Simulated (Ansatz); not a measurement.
# ZrB2: how well frozen cores do, part 2 of 2

Does the method matter for ZrB2? The same cell, functional and mesh are run with all-electron LAPW, PAW on the default files and datasets made for this crystal.

Ansatz 0.2.0; DFT LDA; a database cell (COD). «Crystal datasets» are all-electron PAW datasets made for this crystal.

**3. PAW on the default files**

The input, input.yaml:

```yaml
crystal:
  lattice:
    - [3.1649998255, 0.0, 0.0]
    - [-1.5824999128, 2.7409702519, 0.0]
    - [0.0, 0.0, 3.52]
  atoms:
    - { symbol: Zr, position: [0.0, 0.0, 0.0] }
    - { symbol: B, position: [0.3333333333, 0.6666666667, 0.5] }
    - { symbol: B, position: [0.6666666667, 0.3333333333, 0.5] }
kpoints:
  mp_grid: { grid: [13, 13, 10] }
  band_path:
    path:
      - [0.0, 0.0, 0.0]
      - [0.5, 0.0, 0.0]
      - [0.3333333333, 0.3333333333, 0.0]
      - [0.0, 0.0, 0.0]
      - [0.0, 0.0, 0.5]
      - [0.5, 0.0, 0.5]
      - [0.3333333333, 0.3333333333, 0.5]
      - [0.0, 0.0, 0.5]
      - [0.5, 0.0, 0.5]
    npoints: 14
scf:
  occupations: { method: fermi_dirac, width: 0.03 }
hamiltonian:
  xc: lda
  pseudopotentials: { kind: paw }
output:
  forces: true
  stress: true
  eigenvalues: true
  efg: { contact_densities: true }
  populations: true
  bader: true
  dos: { projected: true, de: 0.2, e_range: [-14, 8] }
  write_density: true
  write_potential: true
  elf: true
  volumetric_format: npy
```

Started as:

```bash
ansatz run input.yaml --threads 1 --pin off --max-ram 4096MiB --backend cpu --events-out ev --progress --plain --runs-dir out
```

Standard output:

```text
Zr: output.efg is read without spin–orbit coupling, which moves field gradients at and beside such atoms by some per cent and up to a factor of two; PAW files take it under magnetization.noncollinear and magnetization.spin_orbit
Engine: ansatz 0.2.0
Pseudopotentials: kind: paw
Pseudopotential: Zr, paw, valence charge 12, recommended cutoff 420 eV (normal)
Pseudopotential: B, paw, valence charge 3, recommended cutoff 420 eV (normal)
Functional definition: SPW92
  exchange = slater_x
  correlation = pw_c
Crystal: 3 atoms, lattice volume = 30.537 Å³
Basis set: ecut = 420 eV, 563 PW (Γ)
Bands: 13, of which v1, the nominal top of the filled ones, is band 9 counted from 1 (8 counted from 0)
Symmetry: 24 space group operations
Space group: P6/mmm (ITA 191), of the structure as read, at distance tolerance 3.1e-5 Å
k-points: 126 of 1690
Non-local potential: Zr, projectors of the file, l = 0: 3, l = 1: 2, l = 2: 2, l = 3: 2
Non-local potential: B, projectors of the file, l = 0: 2, l = 1: 2, l = 2: 1
PAW form: soft (Blöchl's): semilocal exchange-correlation on the pseudo side does not see the compensation charge
PAW frozen core: Zr, regenerated for the run's functional, and the local potential with it (the file was generated under x = pbe(κ = 0.804, μ = 0.2195149727645171), c = pbe(β = 0.06672455060314922))
PAW frozen core: B, regenerated for the run's functional, and the local potential with it (the file was generated under x = pbe(κ = 0.804, μ = 0.2195149727645171), c = pbe(β = 0.06672455060314922))
PAW one-centre angular grid: Zr, 590 points (default); XC on 64 Gauss nodes
PAW one-centre angular grid: B, 110 points (default); XC on 64 Gauss nodes
Initial density: superposition of atomic densities (neutral atoms: chi_scale 0, normalization atom), corrected by the library's trained network
Initial wavefunctions: pseudopotential atomic-orbital guess
Functional: x = slater, c = lda
SCF iter   1: F=—  HF=-4380.255660 eV  |F-HF|=—  |Δ(HF+E_count)|=         —  Δρ=5.07e-3  dr2=5.34e-3  ethr=1.77e-3  ⟨swp⟩=5.4  Hψ=8180  notcnv=0
preconditioner: auto → none  [metal: Δε(μ)=0.082 eV  Ē_g=8.806 eV  σ=0.030 eV  W_gap=0.46  n_scr=8 (ndim 8)  ℏωp=21.2 eV  f_vac=0.000  D(μ)=0.42/eV (n_scr^D=0)  sad-step TF]
SCF iter   2: F=—  HF=-4380.255077 eV  |F-HF|=—  |Δ(HF+E_count)|=   5.83e-4  Δρ=3.15e-3  dr2=2.95e-3  ethr=2.97e-5  ⟨swp⟩=1.0  Hψ=2657  notcnv=0
SCF iter   3: F=—  HF=-4380.254422 eV  |F-HF|=—  |Δ(HF+E_count)|=   6.54e-4  Δρ=7.78e-4  dr2=1.22e-4  ethr=1.64e-5  ⟨swp⟩=2.2  Hψ=2861  notcnv=0
SCF iter   4: F=—  HF=-4380.254384 eV  |F-HF|=—  |Δ(HF+E_count)|=   3.80e-5  Δρ=1.23e-4  dr2=1.71e-6  ethr=6.76e-7  ⟨swp⟩=2.5  Hψ=2735  notcnv=0
SCF iter   5: F=—  HF=-4380.254384 eV  |F-HF|=—  |Δ(HF+E_count)|=   2.68e-7  Δρ=1.21e-5  dr2=4.10e-8  ethr=9.49e-9  ⟨swp⟩=2.1  Hψ=2639  notcnv=0
SCF iter   6: F=-4380.254384 eV  HF=-4380.254384 eV  |F-HF|=9.76e-10  |Δ(HF+E_count)|=   1.00e-8  Δρ=2.38e-6  dr2=1.31e-9  ethr=2.28e-10  ⟨swp⟩=5.0  Hψ=8908  notcnv=0
SCF 1 converged in 6 iterations: F = -4380.254384 eV  dr2 = 1.31e-9
NSCF: frozen V_eff on 113 k-points
SCF converged after 6 iterations
Free energy (F): -4380.254384 eV
Harris-Foulkes:  -4380.254384 eV  (|F-HF|=9.76e-10)
Internal energy: -4380.253208 eV  (E = F + TS)
E sigma→0 (E₀):  -4380.253796 eV
Entropy (-TS):   -0.001176 eV (-0.392 meV/atom)
Fermi energy:    15.748791 eV
--- Per-component energies (eV) ---
  E_band       = -26.644682
  E_kinetic    = 436.436592
  E_local      = -559.604049  (includes V_loc(G=0)·N_el)
  E_nonlocal   = 105.878203
  E_hartree    = 175.594677
  E_xc         = -227.727888
  E_vxc        = -271.051643  (∫ρ·V_xc dr)
  E_paw        = -2994.086847  (= ΣΔE_a)
  E_vpaw       = -89.492453  (= ΣTr[D̂ρ^β])
  E_aug_tail   = 0.000013  (compensation charges beyond the density's cutoff)
  E_ewald      = -1317.205980
  E_core_change = 0.462069  (= ΣΔE_core)
  E_smearing   = -0.001176  (= −TS)
  E_closure    = 0.000000  (closes the sum)
  Σ components = -4380.254384   (vs F -4380.254384, Δ=0.00e0)
--- Forces (eV/Å), atoms counted from 1 ---
  atom   1  Zr     0.00000000     0.00000000     0.00000000
  atom   2  B      0.00000000    -0.00000000     0.00000000
  atom   3  B      0.00000000     0.00000000     0.00000000
  max |Σ_I F_I| component: 2.63e-31 eV/Å
--- Stress (GPa, compression-positive) ---
       -7.661473       0.000000       0.000000
        0.000000      -7.661473       0.000000
        0.000000       0.000000      -6.449257
  P = ⅓ Tr σ = -7.2574 GPa (-72.574 kbar)
--- PAW observables at the nuclei: V_zz in 10²¹ V/m², potentials from the cell's mean, atoms counted from 1 ---
  atom   1  Zr V_zz =    +4.696555   η = 0.0000   by run symmetry: allowed
            electrostatic potential = -5930.627783 V   contact ρ = 488369.573679 e/Å³
  atom   2  B  V_zz =    +0.049666   η = 0.0000   by run symmetry: allowed
            electrostatic potential = -332.943553 V   contact ρ = 475.391183 e/Å³
  atom   3  B  V_zz =    +0.049666   η = 0.0000   by run symmetry: allowed
            electrostatic potential = -332.943553 V   contact ρ = 475.391183 e/Å³
--- Band table (eV; the first three rows and the last of 126) ---
  k-point 0: bands = ["-32.8295", "-11.0742", "-10.5057", "-10.5057", "3.0338", "12.9881", "12.9881", "13.0360", "13.3592", "19.0402", "19.0402", "19.8328", "19.8328"]
  k-point 1: bands = ["-32.8276", "-11.1120", "-10.5031", "-10.5031", "3.1854", "12.1272", "13.0829", "13.0829", "14.2209", "18.3190", "18.3190", "19.5259", "19.5259"]
  k-point 2: bands = ["-32.8224", "-11.2093", "-10.4963", "-10.4963", "3.6106", "11.0328", "13.3619", "13.3619", "15.2194", "17.3361", "17.3361", "18.7502", "18.7502"]
  k-point 125: bands = ["-32.6762", "-11.1882", "-11.1743", "-11.0489", "6.6408", "7.3635", "10.7732", "12.9132", "13.0033", "19.6991", "21.5322", "21.8827", "21.9260"]
--- Löwdin populations: 3 sites ---
  site symbol       q [e]
     0     Zr     11.2850
     1      B      3.3415
     2      B      3.3415
  spilling = 0.001775 (of n_electrons = 18.000000)
--- Bader charges: 3 sites ---
  site symbol  charge [e]  shift [e]
     0     Zr      1.4830     0.0006
     1      B     -0.7415     0.0003
     2      B     -0.7415     0.0003
  estimated error of the sums over rays = 4.4e-4 e
```

It took 20 s on 1 thread of Arm Neoverse V1, shared host; peak memory 0.38 GiB.

Result: pressure -7.26 GPa; no gap; Vzz Zr1 4.70 (η = 0.00), B2 0.05 (η = 0.00) (10²¹ V/m²).

```
atom  Bader charge (e)  basin volume (Å³)
 Zr1             +1.48              12.25
  B2             -0.74               9.14
```

Density in a lattice plane of the grid's cell (edges 3.16 and 3.16 Å, at 0.500 of the third edge), which holds B.

Ten even steps from '0' (0.15 e/Å³) to '9' (0.79 e/Å³):
```
000012346789987543210000
001123457899986542110000
011234678999976532110000
122346788888876532211111
234567876567876543221112
345788743257876543332233
567887532468987654444445
778998544689987666655666
889998777999988877777778
899998889999899998889999
887777777888999977789998
766655666678998644589987
554444445678986423578876
333223334567875234788754
221112234567876567876543
111111223567888888764322
000001123567999987643211
000001124568999875432110
000001234578998764321000
000011235678887653211000
```
Columns run along the first of these edges and rows up along the second, over one cell in 24 and 20 even steps from the bottom left corner. Atoms in the plane (fractional): B at (0.33, 0.67), B at (0.67, 0.33).

ELF in the same plane.

Ten even steps from '0' (0.01) to '9' (0.86):
```
122345678999998876543221
223456677888887765433222
334556666556666665443323
455665543223456665544334
566764210001246766554445
777753100001467777665566
888742000013678887666677
998742000136899987666788
998742112468999876556789
998753235789998753235789
998765567899986421124789
988766678999863100024789
877666678887631000024788
766556677776410000135777
554445566764210001246766
443344556665432234556655
332334456666665566665543
222233456778888877665432
112234567889999987654322
112234578999999987543221
```
Columns run along the first of these edges and rows up along the second, over one cell in 24 and 20 even steps from the bottom left corner. Atoms in the plane (fractional): B at (0.33, 0.67), B at (0.67, 0.33).

Both are smooth fields of the valence electrons: close to the nuclei they are not physical.

The highest ELF values outside the cores: 0.86 on the B–B line, 0.9 Å from B; 0.69 beside B, off the lines to its neighbours, 0.8 Å from B.

**4. Datasets made for this crystal**

Edit input.yaml of step 3 so:

```diff
@@ -22,3 +22,3 @@
       - [0.5, 0.0, 0.5]
-    npoints: 14
+    npoints: 8
 scf:
@@ -27,3 +27,3 @@
   xc: lda
-  pseudopotentials: { kind: paw }
+  pseudopotentials: { kind: all_electron, datasets: crystal }
 output:
@@ -33,8 +33 @@
   efg: { contact_densities: true }
-  populations: true
-  bader: true
-  dos: { projected: true, de: 0.2, e_range: [-14, 8] }
-  write_density: true
-  write_potential: true
-  elf: true
-  volumetric_format: npy
```

Started as:

```bash
ansatz run input.yaml --threads 1 --pin off --max-ram 4096MiB --backend cpu --events-out ev --progress --plain --runs-dir out
```

Standard output (excerpt; [...] marks lines left out):

```text
[...]
Zr: output.efg is read without spin–orbit coupling, which moves field gradients at and beside such atoms by some per cent and up to a factor of two; PAW files take it under magnetization.noncollinear and magnetization.spin_orbit
[...]
Pseudopotentials: kind: all_electron
Pseudopotential: Zr, paw, valence charge 12, recommended cutoff 320 eV (normal), Koelling and Harmon's equation, gaussian nucleus
Pseudopotential: B, paw, valence charge 3, recommended cutoff 320 eV (normal), Koelling and Harmon's equation, gaussian nucleus
Functional definition: SPW92
[...]
Crystal: 3 atoms, lattice volume = 30.537 Å³
Basis set: ecut = 320 eV, 389 PW (Γ)
Bands: 13, of which v1, the nominal top of the filled ones, is band 9 counted from 1 (8 counted from 0)
Symmetry: 24 space group operations
Space group: P6/mmm (ITA 191), of the structure as read, at distance tolerance 3.1e-5 Å
[...]
  atom   3  B      0.00000000     0.00000000     0.00000000
[...]
--- Stress (GPa, compression-positive) ---
       -7.686291       0.000000       0.000000
        0.000000      -7.686291       0.000000
        0.000000       0.000000      -6.407817
  P = ⅓ Tr σ = -7.2601 GPa (-72.601 kbar)
--- PAW observables at the nuclei: V_zz in 10²¹ V/m², potentials from the cell's mean, atoms counted from 1 ---
  atom   1  Zr V_zz =    +4.741099   η = 0.0000   by run symmetry: allowed
            electrostatic potential = -5926.482876 V   contact ρ = 488426.439623 e/Å³
  atom   2  B  V_zz =    +0.076871   η = 0.0000   by run symmetry: allowed
            electrostatic potential = -330.981936 V   contact ρ = 475.421464 e/Å³
  atom   3  B  V_zz =    +0.076871   η = 0.0000   by run symmetry: allowed
            electrostatic potential = -330.981936 V   contact ρ = 475.421464 e/Å³
--- Band table (eV; the first three rows and the last of 126) ---
  k-point 0: bands = ["-31.3239", "-9.5695", "-9.0022", "-9.0022", "4.5330", "14.4844", "14.4844", "14.5346", "14.8564", "20.5410", "20.5410"]
[...]
```

Wall time 15 s (1 thread of Arm Neoverse V1, shared host); peak memory 0.49 GiB.

Read from it: pressure -7.26 GPa; no gap; Vzz Zr1 4.74 (η = 0.00), B2 0.08 (η = 0.00) (10²¹ V/m²).

```csv
atom,contact density (e/Å³)
Zr1,488426.4
B2,475.4215
```

**5. The methods compared**

| method | pressure (GPa) | Vzz Zr1 (10²¹ V/m²) | Vzz B2 (10²¹ V/m²) | SCF cycles, by the record's count |
| --- | --- | --- | --- | --- |
| LAPW | -7.26 | – | – | 7 |
| PAW | -7.26 | 4.70 | 0.05 | 6 |
| crystal datasets | -7.26 | 4.74 | 0.08 | 8 |

**6. Results**

What follows sums up all 2 parts.

| quantity | value |
| --- | --- |
| pressure | LAPW -7.26, PAW -7.26, crystal datasets -7.26 GPa |
| gap (LAPW) | none |
| Bader charges (PAW) | Zr1 +1.48, B2 -0.74 e |
| highest ELF (PAW) | 0.86, 0.91 Å from B |

What this shows: The pressure of -7.3 GPa pushes the cell to shrink, with the atoms held in place. There is no gap at this level; the crystal is a metal here. Zr 4d carries the largest share, 74 %, of the projected states within 0.3 eV of the Fermi level. The projection holds only the free atom's occupied shells (Zr 5s, Zr 4p, Zr 4d, B 2s, B 2p in this range). The field gradient at Zr1, the largest by crystal datasets, is 4.70 by PAW and 4.74 by crystal datasets (10²¹ V/m²), within 5 %. Spin–orbit coupling is left out, which moves gradients at and beside heavy atoms by some per cent and at worst by a factor of two. PAW lies less than 0.01 GPa from LAPW in pressure. LAPW took about 1.6 times as long as PAW (33 s against 20 s, on a shared host and with the outputs that each input asks for).
